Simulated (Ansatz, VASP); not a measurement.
**AlH3 in VASP and in Ansatz**

```
Al H
1.0
     2.21321    1.27779    3.91434
    -2.21321    1.27779    3.91434
     0.00000   -2.55559    3.91434
Al H
2 6
Direct
  0.00000 0.00000 0.00000
  0.50000 0.50000 0.50000
  0.87800 0.62200 0.25000
  0.25000 0.87800 0.62200
  0.62200 0.25000 0.87800
  0.12200 0.37800 0.75000
  0.75000 0.12200 0.37800
  0.37800 0.75000 0.12200
```

Alike in both runs: task single point; functional r2SCAN; k mesh 5 × 5 × 5; occupations fermi-dirac, width 0.0113 eV; collinear spin.

|  | VASP | Ansatz |
| --- | --- | --- |
| version | VASP 6.6.1 | Ansatz 0.2.0 |
| potentials or method | VASP PAW PBE potentials, release 64 (Al, H) | PAW plane waves |
| plane-wave cutoff (eV) | 520 | 500 |
| valence electrons in the cell | 12 | 12 |

```tsv
	VASP	Ansatz	Ansatz less VASP
gap on the k mesh at the Fermi level (eV)	3.09	3.09	+0.002
pressure (GPa)	-0.2	0.2	+0.40
largest component of the traceless stress (GPa)	0.05	0.07	+0.022
net moment per atom (μB)	0.00	0.00	0.000
```

Ansatz warned: «seeded_moment_not_kept».

Caveats: the PAW data sets were made with another functional, which shifts forces and pressure a little (VASP); an odd mesh through Γ misses points on the zone boundary, where band edges often lie. r2SCAN opens gaps a little over a GGA but as a rule still falls short of measured ones.
